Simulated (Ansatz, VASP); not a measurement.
## Cross-check of TaOF2 between VASP and Ansatz

Aim: how closely do two programs agree when they are given the same cell, functional and k mesh? Of the first pair: The structure shown is the start of the Ansatz relaxation below; VASP solves that cell, so the two are compared at the walk's first step.

Calculated with Ansatz 0.2.0; plane waves, with VASP 6.6.1 beside it; single point at PBE.

## 1. The structure

The cell holds 4 atoms: 1 Ta, 2 F and 1 O. Cell: a = 3.903 Å, b = 3.227 Å, c = 29.020 Å, α = 90.0°, β = 90.0°, γ = 90.0°. Vacuum lies along c. The height across the vacuum is the one that the program set for its solve, not the one typed.

Structure file:

```cif
data_structure
_symmetry_space_group_name_H-M 'P 1'
_symmetry_Int_Tables_number 1
_cell_length_a 3.9033
_cell_length_b 3.2269
_cell_length_c 29.0195
_cell_angle_alpha 90.000
_cell_angle_beta 90.000
_cell_angle_gamma 90.000
_cell_volume 365.52
loop_
_atom_site_label
_atom_site_type_symbol
_atom_site_fract_x
_atom_site_fract_y
_atom_site_fract_z
_atom_site_occupancy
Ta1 Ta 0.05387 0.50007 0.31867 1
F2 F 0.00000 0.00007 0.27370 1
F3 F 0.00000 0.00007 0.36363 1
O4 O 0.50448 0.50007 0.31867 1
```

## 2. Ansatz: relaxation, PBE

Ansatz runs on its default PAW (the set named soft_2) files.

The two programs are compared at the cell with which this relaxation starts, whose forces are those of its first step.

File input.yaml:

```yaml
crystal:
  lattice:
    - [3.90333024, 0.0, 0.0]
    - [0.0, 3.22688675, 0.0]
    - [0.0, 0.0, 18.49512141]
  atoms:
    - { symbol: Ta, position: [0.0538655, 0.50007296, 0.5] }
    - { symbol: F, position: [0.0, 7.296e-05, 0.42944729] }
    - { symbol: F, position: [0.0, 7.296e-05, 0.57055271] }
    - { symbol: O, position: [0.5044825, 0.50007296, 0.5] }
  periodic: [true, true, false]
kpoints:
  mp_grid: { grid: [6, 7, 1] }
scf:
  occupations: { method: fermi_dirac, width: 0.05 }
hamiltonian:
  xc: pbe
output:
  forces: true
  stress: true
relax:
  f_tol: 0.02
  max_steps: 50
  cell: {}
```

Started as:

```bash
$ ansatz run input.yaml --threads 1 --pin off --max-ram 4096MiB --backend cpu --events-out ev --progress --plain --runs-dir out
```

Numbers of over 12 decimals in the logs are rounded to 6 here.

The log of the run:

```text
Warning: crystal.periodic: the lattice vector that does not repeat stood 0.000° off the slab's normal, 18.495 Å along it as the deck builds it. The run solves the slab on a vector along the normal, 29.020 Å long, with every atom where it was (on the deck's vector they left 15.89 Å outside them, and the widest stretch free of ions among them is 1.30 Å). A fractional position that the run reports is one of the run's ce [...]
crystal.periodic: the lattice vector that does not repeat stood 0.000° off the slab's normal, 18.495 Å along it as the deck builds it. The run solves the slab on a vector along the normal, 29.020 Å long, with every atom where it was (on the deck's vector they left 15.89 Å outside them, and the widest stretch free of ions among them is 1.30 Å). A fractional position that the run reports is one of the run's cell, which [...]
Engine: ansatz 0.2.0, aarch64-unknown-linux-gnu
Pseudopotentials: kind: paw
Pseudopotential: Ta, paw, valence charge 13, recommended cutoff 420 eV (normal), Ta.paw.azcp
Pseudopotential: F, paw, valence charge 7, recommended cutoff 420 eV (normal), F.paw.azcp
Pseudopotential: O, paw, valence charge 6, recommended cutoff 420 eV (normal), O.paw.azcp
Functional definition: PBE
  parameter kappa = 0.804
  parameter beta = 0.066725
  exchange = pbe_x(kappa = kappa, mu = beta*pi^2/3)
  correlation = pbe_c(beta = beta)
Crystal: 4 atoms, lattice volume = 365.518 Å³
Basis set: ecut = 420 eV, 7251 PW (Γ), exchange–correlation on 54×48×400 points (8 copies of the dense FFT grid, shifted against one another)
Bands: 21, of which v1, the nominal top of the filled ones, is band 17 counted from 1 (16 counted from 0)
Symmetry: 4 space group operations
Space group: Pmm2 (ITA 25), of the structure as read, at distance tolerance 7.1e-5 Å
k-points: 16 of 42 (time reversal used)
Non-local potential: Ta, projectors of the file, l = 0: 3, l = 1: 2, l = 2: 2, l = 3: 1
Non-local potential: F, projectors of the file, l = 0: 2, l = 1: 2, l = 2: 1
Non-local potential: O, projectors of the file, l = 0: 2, l = 1: 2, l = 2: 1
PAW form: soft (Blöchl's): semilocal exchange-correlation on the pseudo side does not see the compensation charge
PAW one-centre angular grid: Ta, 590 points (default); XC on 64 Gauss nodes
PAW one-centre angular grid: F, 110 points (default); XC on 64 Gauss nodes
PAW one-centre angular grid: O, 110 points (default); XC on 64 Gauss nodes
Initial density: superposition of atomic densities (neutral atoms: chi_scale 0, normalization atom), corrected by the library's trained network
Initial wavefunctions: pseudopotential atomic-orbital guess
Functional: x = pbe(κ = 0.804, μ = 0.219515), c = pbe(β = 0.066725)
[...]
relax step   7: F+E_penalty+E_count = -12119.38745078 eV  Δ(F+E_penalty+E_count) = -8.894e-4 eV  max|allowed force component| = 9.824e-4 eV/Å  Δτ_max = 0.0067 Å  P = -0.012 N/m  Ω = 319.376 Å³  energy of the carried Pulay correction = +3.065e-2 eV  fix = [c, alpha, beta]  reactions: c -0.000 N/m  (5 SCF iters, dr2 threshold 3.12e-7 eV, accepted)
[...]
relax step   8: F+E_penalty+E_count = -12119.37683921 eV  Δ(F+E_penalty+E_count) = +1.061e-2 eV  max|allowed force component| = 1.945e-3 eV/Å  Δτ_max = 0.0000 Å  P = -0.263 N/m  Ω = 319.376 Å³  fix = [c, alpha, beta]  reactions: c -0.000 N/m  stress off target by 3.03e-1 N/m on what of the cell is left free  SCF on the basis re-selected at this cell (its energy is not comparable with the rows above)  (8 SCF iters)
[...]
relax step   9: F+E_penalty+E_count = -12119.37787589 eV  Δ(F+E_penalty+E_count) = -1.037e-3 eV  max|allowed force component| = 1.797e-4 eV/Å  Δτ_max = 0.0021 Å  P = +0.011 N/m  Ω = 318.331 Å³  energy of the carried Pulay correction = +7.296e-4 eV  fix = [c, alpha, beta]  reactions: c +0.000 N/m  (5 SCF iters, dr2 threshold 1.44e-7 eV, accepted)
[...]
relax step  10: F+E_penalty+E_count = -12119.37710095 eV  Δ(F+E_penalty+E_count) = +7.749e-4 eV  max|allowed force component| = 2.984e-4 eV/Å  Δτ_max = 0.0000 Å  P = -0.002 N/m  Ω = 318.331 Å³  fix = [c, alpha, beta]  reactions: c +0.000 N/m  stress off target by 7.99e-3 N/m on what of the cell is left free  SCF on the basis re-selected at this cell (its energy is not comparable with the rows above)  (7 SCF iters)
basis re-selected at this cell: Δ(F+E_penalty+E_count) = +7.749e-4 eV, ΔP = -0.013 N/m vs the last step (what re-selecting the basis moved, of the pressure what is left beyond the Pulay correction that the steps carried, after the strain that the cell walked since its last selection, with what the two solves' SCF thresholds leave and, on support functions, any second-order correction that the steps lacked; it is no m [...]
SCF converged after 7 iterations
Free energy (F): -12119.377101 eV
Harris-Foulkes:  -12119.377101 eV  (|F-HF|=6.37e-11)
Internal energy: -12119.370984 eV  (E = F + TS)
E sigma→0 (E₀):  -12119.374042 eV
Entropy (-TS):   -0.006117 eV (-1.529 meV/atom)
Fermi energy:    -5.202560 eV
--- Per-component energies (eV) ---
  E_band       = -784.014495
  E_kinetic    = 950.681313
  E_local      = -56333.602556  (includes V_loc(G=0)·N_el)
  E_nonlocal   = 208.616831
  E_hartree    = 27585.340604
  E_xc         = -449.818557
  E_vxc        = -499.983650  (∫ρ·V_xc dr)
  E_paw        = -8955.465030  (= ΣΔE_a)
  E_vpaw       = -280.414395  (= ΣTr[D̂ρ^β])
  E_aug_tail   = 0.006797  (compensation charges beyond the density's cutoff)
  E_ewald      = 24874.869612
  E_smearing   = -0.006117  (= −TS)
  E_closure    = -0.000000  (closes the sum)
  Σ components = -12119.377101   (vs F -12119.377101, Δ=0.00e0)
--- Forces (eV/Å), atoms counted from 1 ---
  atom   1  Ta    -0.00009813     0.00000000     0.00000000
  atom   2  F      0.00013095    -0.00000000     0.00029836
  atom   3  F      0.00013095    -0.00000000    -0.00029836
  atom   4  O     -0.00011090     0.00000000     0.00000000
  max |Σ_I F_I| component: 5.29e-5 eV/Å
--- 2D stress c σ (N/m, compression-positive) ---
        0.004814      -0.000000      -0.000000
       -0.000000      -0.007993       0.000000
       -0.000000       0.000000       0.000000
  P = ½ c Tr σ = -0.0016 N/m
--- Relaxed structure (8 steps of the walk, 8 accepted, 2 SCFs on fresh bases) ---
  F+E_penalty+E_count = -12119.37710095 eV   max|allowed force component| = 2.984e-4 eV/Å   (the final SCF, on the basis selected at the relaxed cell)
  cell:  # Å, volume = 318.3314 Å³
    - [3.857889, 0, 0]
    - [0, 2.843409, 0]
    - [0, 0, 29.019524]
  atoms:
    - { symbol: Ta, position: [0.014597, 0.500073, 0.318667] }
    - { symbol: F, position: [0.014579, 7.296e-5, 0.265137] }
    - { symbol: F, position: [0.014579, 7.296e-5, 0.372197] }
    - { symbol: O, position: [0.514592, 0.500073, 0.318667] }
```

## 3. VASP: single point, PBE, start cell, pair 1

The same cell, functional, mesh and smearing now go to VASP, with its own data sets.

Lines of VASP's logs that name or quote its potential files are left out, and so is its time.

File INCAR:

```
SYSTEM = TaOF2
PREC = Accurate
ENCUT = 520
EDIFF = 1E-06
NELM = 120
ISMEAR = -1
SIGMA = 0.05
LREAL = .FALSE.
ALGO = Normal
GGA = PE
NBANDS = 21
LASPH = .TRUE.
LORBIT = 11
LWAVE = .FALSE.
LCHARG = .FALSE.
ISIF = 2
LDIPOL = .TRUE.
IDIPOL = 3
DIPOL = 0.5 0.5 0.319
LVHAR = .TRUE.
GGA_COMPAT = .FALSE.
NELMDL = -8
```

File POSCAR:

```
TaOF2
1.0
    3.9033300000      0.0000000000      0.0000000000
    0.0000000000      3.2268870000      0.0000000000
    0.0000000000      0.0000000000     29.0195240000
Ta F O
1 2 1
Direct
    0.0538655456      0.5000729806      0.3186668741
    0.0000000000      0.0000729806      0.2737012503
    0.0000000000      0.0000729806      0.3636324980
    0.5044825828      0.5000729806      0.3186668741
```

File KPOINTS:

```
Automatic mesh
0
Gamma
6 7 1
0 0 0
```

PAW data sets: Ta_pv, F and O (PBE family, release 64).

Started as:

```bash
$ mpirun -np 1 vasp_std
```

The log of the run:

```text
[banner, memory and clock lines left out]
running    1 mpi-ranks, on    1 nodes
 distrk:  each k-point on    1 cores,    1 groups
 distr:  one band on    1 cores,    1 groups

 POSCAR found type information on POSCAR TaF O
 POSCAR found :  3 types and       4 ions
 LDA part: xc-table for (Slater+PW92), standard interpolation
 POSCAR, INCAR and KPOINTS ok, starting setup
 FFT: planning ... GRIDC
 FFT: planning ... GRID_SOFT
 FFT: planning ... GRID
 WAVECAR not read
 entering main loop
       N       E                     dE             d eps       ncg     rms          rms(c)
DAV:   1     0.293754887383E+03    0.29375E+03   -0.13103E+04   816   0.106E+03
DAV:   2     0.100111158877E+02   -0.28374E+03   -0.27503E+03  1003   0.260E+02
DAV:   3    -0.345480974926E+02   -0.44559E+02   -0.44057E+02   812   0.117E+02
DAV:   4    -0.356438261727E+02   -0.10957E+01   -0.10637E+01   884   0.197E+01
DAV:   5    -0.356650015780E+02   -0.21175E-01   -0.20984E-01   884   0.223E+00
DAV:   6    -0.356653601217E+02   -0.35854E-03   -0.35820E-03   898   0.244E-01
DAV:   7    -0.356653724612E+02   -0.12340E-04   -0.12339E-04   881   0.327E-02
DAV:   8    -0.356653727911E+02   -0.32983E-06   -0.32965E-06   841   0.540E-03    0.293E+01
DAV:   9    -0.308988598264E+02    0.47665E+01   -0.23412E+01   804   0.395E+01    0.120E+01
DAV:  10    -0.308078271787E+02    0.91033E-01   -0.16296E+00   752   0.960E+00    0.750E+00
DAV:  11    -0.307596177625E+02    0.48209E-01   -0.28405E-01   849   0.493E+00    0.123E+00
DAV:  12    -0.307539348961E+02    0.56829E-02   -0.25705E-02   824   0.145E+00    0.221E-01
DAV:  13    -0.307534737304E+02    0.46117E-03   -0.38670E-03   878   0.525E-01    0.121E-01
DAV:  14    -0.307533655691E+02    0.10816E-03   -0.43776E-04   844   0.181E-01    0.324E-02
[...]
DAV:  19    -0.307538256985E+02   -0.41518E-04   -0.20821E-06   773   0.859E-03    0.203E-03
DAV:  20    -0.307538780608E+02   -0.52362E-04   -0.24760E-06   725   0.531E-03    0.116E-03
DAV:  21    -0.307539132757E+02   -0.35215E-04   -0.11474E-06   642   0.397E-03    0.832E-04
DAV:  22    -0.307539308690E+02   -0.17593E-04   -0.95525E-07   681   0.310E-03    0.335E-04
DAV:  23    -0.307539372127E+02   -0.63436E-05   -0.20697E-07   558   0.153E-03    0.192E-04
DAV:  24    -0.307539400642E+02   -0.28515E-05   -0.10280E-07   506   0.988E-04    0.164E-04
DAV:  25    -0.307539418043E+02   -0.17401E-05   -0.79373E-08   529   0.727E-04    0.880E-05
DAV:  26    -0.307539422527E+02   -0.44838E-06   -0.41921E-08   531   0.503E-04
   1 F= -.30753942E+02 E0= -.30747447E+02  d E =-.129912E-01
```

From OUTCAR (step 3):

```text
ion  position               nearest neighbor table
   1  0.054  0.500  0.319-   4 1.76   2 2.09   2 2.09   3 2.09   3 2.09   4 2.14
   2  0.000  0.000  0.274-   1 2.09   1 2.09
   3  0.000  0.000  0.364-   1 2.09   1 2.09
   4  0.504  0.500  0.319-   1 1.76   1 2.14

  LATTYP: Found a simple orthorhombic cell.
 ALAT       =     3.2268870000
 B/A-ratio  =     1.2096271112
 C/A-ratio  =     8.9930400414

 Subroutine GETGRP returns: Found  4 space group operations
 (whereof  1 operations were pure point group operations)

The static configuration has the point symmetry C_1 .
 The point group associated with its full space group is C_2v.

 Found     16 irreducible k-points:

   k-points           NKPTS =     16   k-points in BZ     NKDIM =     16   number of bands    NBANDS=     21

   dimension x,y,z NGX =    30 NGY =   24 NGZ =  216
   dimension x,y,z NGXF=    60 NGYF=   48 NGZF=  432

   ENCUT  =  520.0 eV  38.22 Ry    6.18 a.u.   7.26  6.00 53.96*2*pi/ulx,y,z

   NELECT =      31.0000    total number of electrons

 k-points in reciprocal lattice and weights: Automatic mesh
   0.00000000  0.00000000  0.00000000       0.024
   0.16666667  0.00000000  0.00000000       0.048
   0.33333333  0.00000000  0.00000000       0.048
   0.50000000  0.00000000  0.00000000       0.024
   0.00000000  0.14285714  0.00000000       0.048
   0.16666667  0.14285714  0.00000000       0.095
   0.33333333  0.14285714  0.00000000       0.095
   0.50000000  0.14285714  0.00000000       0.048
   0.00000000  0.28571429  0.00000000       0.048
[...]
0.33333333  0.42857143  0.00000000       0.095
   0.50000000  0.42857143  0.00000000       0.048

 dipolmoment           0.000000      0.000000      0.000002 electrons x Angstroem

 average (electrostatic) potential at core
       1 -48.0776       2 -85.3464       3 -85.3464       4 -80.1744

 E-fermi :  -2.6261

 k-point     1 :       0.0000    0.0000    0.0000
  band No.  band energies     occupation
    ...
     12      -9.7614      2.00000
     13      -8.0515      2.00000
     14      -7.5348      2.00000
     15      -7.4334      2.00000
     16      -3.1336      1.99992
     17      -2.0946      0.00005
     18      -2.0350      0.00001
     19      -1.1121      0.00000
     20       0.5679      0.00000
     21       1.0939      0.00000

 k-point     2 :       0.1667    0.0000    0.0000
  band No.  band energies     occupation
    ...
     12      -9.7558      2.00000
     13      -8.6044      2.00000
     14      -8.0049      2.00000
     15      -7.7262      2.00000
     16      -3.1039      1.99986
     17      -1.5171      0.00000
     18      -1.4966      0.00000
     19      -0.8793      0.00000
     20       0.8250      0.00000
     21       1.3713      0.00000

 k-point     3 :       0.3333    0.0000    0.0000
  band No.  band energies     occupation
    ...
     12      -9.8343      2.00000
     13      -9.7463      2.00000
     14      -8.1964      2.00000
     15      -7.9705      2.00000
     16      -3.0385      1.99948
     17      -0.3578      0.00000
     18      -0.3426      0.00000
     19      -0.2974      0.00000
     20       1.4091      0.00000
     21       1.5708      0.00000

  Total        4.4100481     -0.0722061      1.6322861      0.0000000      0.0000000      0.0000000
  in kB       19.3305674     -0.3165012      7.1548007      0.0000000      0.0000000      0.0000000
  external PRESSURE =       8.7229556 kB  Pullay stress =       0.0000000 kB

  energy-cutoff  :      520.00
  volume of cell :      365.52
      direct lattice vectors                 reciprocal lattice vectors
     3.903330000  0.000000000  0.000000000     0.256191508  0.000000000  0.000000000
     0.000000000  3.226887000  0.000000000     0.000000000  0.309896194  0.000000000
     0.000000000  0.000000000 29.019524000     0.000000000  0.000000000  0.034459559

 POSITION                                       TOTAL-FORCE (eV/Angst)
 -----------------------------------------------------------------------------------
      0.21026      1.61368      9.24756        -2.673882      0.000000      0.000000
      0.00000      0.00024      7.94268        -0.090577      0.000000     -0.669251
      0.00000      0.00024     10.55244        -0.090577      0.000000      0.669251
      1.96916      1.61368      9.24756         2.855037      0.000000      0.000000
 -----------------------------------------------------------------------------------
    total drift:                               -0.000953     -0.000007     -0.000127

  FREE ENERGIE OF THE ION-ELECTRON SYSTEM (eV)
  ---------------------------------------------------
  free  energy   TOTEN  =       -30.7539422527 eV

  energy  without entropy=      -30.7409510310  energy(sigma->0) =      -30.74744664

 vacuum level on the upper side and lower side of the slab         1.157         1.157

 total charge
# of ion       s       p       d       tot
------------------------------------------
    1        0.304   6.256   2.294   8.853
    2        1.740   4.358   0.000   6.099
    3        1.740   4.358   0.000   6.099
    4        1.580   3.525   0.000   5.105
--------------------------------------------------
tot          5.365  18.497   2.294  26.156

[... 3 further parts left out ...]
```

## 4. Comparison

Known differences besides the potentials themselves: Ansatz cuts the interaction across the vacuum, VASP repeats the sheet with a dipole correction; the data sets hold 33 valence electrons in Ansatz (on its default PAW (the set named soft_2) files) and 31 in VASP; the cutoff is 420 eV in Ansatz and 520 eV in VASP. Total energies have different zeros and are not compared.

Forces (eV/Å; atoms numbered as in POSCAR):

```csv
atom,"Ansatz x, y, z","VASP x, y, z"
Ta1,"-2.448, 0.000, 0.000","-2.674, 0.000, 0.000"
F2,"-0.083, 0.000, -0.612","-0.091, 0.000, -0.669"
F3,"-0.083, 0.000, 0.612","-0.091, 0.000, 0.669"
O4,"2.614, 0.000, 0.000","2.855, 0.000, 0.000"
```

The forces differ by 98 meV/Å r.m.s., which is 8.4 % of the r.m.s. force of 1.162 eV/Å (both taken over all components). With vacuum in the cell, a pressure given here is an average over mostly empty space and none of the material.

## 5. Other set-ups

Further runs change the set-up of one program: Ansatz's method, potentials or start, or VASP's data sets, cutoff or form of LDA. The table gives that difference for each run.

```csv
run,r.m.s. force difference (meV/Å)
as above,98
"VASP with the data sets Ta_sv_GW, F and O",82
```

(Continued in part 2 of 2.)

[Lines on the potential files, build, host, timing and source positions are cut from VASP's logs without a mark.]

[Logs are printed without paths, hosts, clocks, repeated set-up lines and the standing remarks that a program may print on its own settings, such as how far it seeks lower states.]

[Hosts, paths, dates, database ids (printed as entryN), source tags and the programs' standing remarks are cut or masked in the printed files.]
